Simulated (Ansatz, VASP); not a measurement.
**Zn3SnO in VASP and in Ansatz**

Contents of INCAR:

```
ALGO     = Normal         # electronic algorithm
EDIFF    = 1E-6           # SCF threshold, eV
ENCUT    = 520            # plane-wave cutoff, eV
GGA      = PE             # functional
ISIF     = 2              # what is computed and relaxed
ISMEAR   = -1             # smearing method
LASPH    = True           # aspherical terms in the spheres
LCHARG   = False          # write CHGCAR
LREAL    = False          # projectors in reciprocal space
LWAVE    = False          # write WAVECAR
NBANDS   = 36             # bands
NELM     = 100            # most SCF steps
PREC     = Accurate       # precision mode
SIGMA    = 0.15           # smearing width, eV
```

The input KPOINTS:

```
k-points
0
Gamma
  8 8 8
```

Contents of POSCAR:

```
Zn3SnO
1.0
    4.3617000000      0.0000000000      0.0000000000
    0.0000000000      4.3617000000      0.0000000000
    0.0000000000      0.0000000000      4.3617000000
Sn O Zn
1 1 3
Direct
    0.0000000000      0.0000000000      0.0000000000
    0.5000000000      0.5000000000      0.5000000000
    0.5000000000      0.5000000000      0.0000000000
    0.5000000000      0.0000000000      0.5000000000
    0.0000000000      0.5000000000      0.5000000000
```

Input for Ansatz:

```yaml
crystal:
  lattice:
    - [4.3617, 0.0, 0.0]
    - [0.0, 4.3617, 0.0]
    - [0.0, 0.0, 4.3617]
  atoms:
    - { symbol: Sn, position: [0.0, 0.0, 0.0] }
    - { symbol: O, position: [0.5, 0.5, 0.5] }
    - { symbol: Zn, position: [0.5, 0.5, 0.0] }
    - { symbol: Zn, position: [0.5, 0.0, 0.5] }
    - { symbol: Zn, position: [0.0, 0.5, 0.5] }
basis:
  ecutwfc: 420
kpoints:
  mp_grid: { grid: [8, 8, 8] }
hamiltonian:
  xc: pbe
scf:
  occupations: { method: fermi_dirac, width: 0.15 }
output:
  forces: true
  stress: true
  eigenvalues: true
```

Alike in both runs: task single point; functional PBE; k mesh 8 × 8 × 8; occupations fermi-dirac, width 0.15 eV; no spin polarisation.

|  | VASP | Ansatz |
| --- | --- | --- |
| version | VASP 6.6.1 | Ansatz 0.2.0 |
| potentials or method | VASP PAW PBE potentials, release 64 (Sn_d, O, Zn) | scalar-relativistic, plane waves, PAW |
| plane-wave cutoff (eV) | 520 | 420 |
| valence electrons in the cell | 56 | 56 |

Ansatz gave:

```
gap on the k mesh at the Fermi level (eV) : none
pressure (GPa)                            : -0.6
```

Question: Estimate VASP's values.

Answer: gap on the k mesh at the Fermi level (eV): none; pressure (GPa): -0.5.

A gap of «none» marks a metal or a gap that the smearing closes.
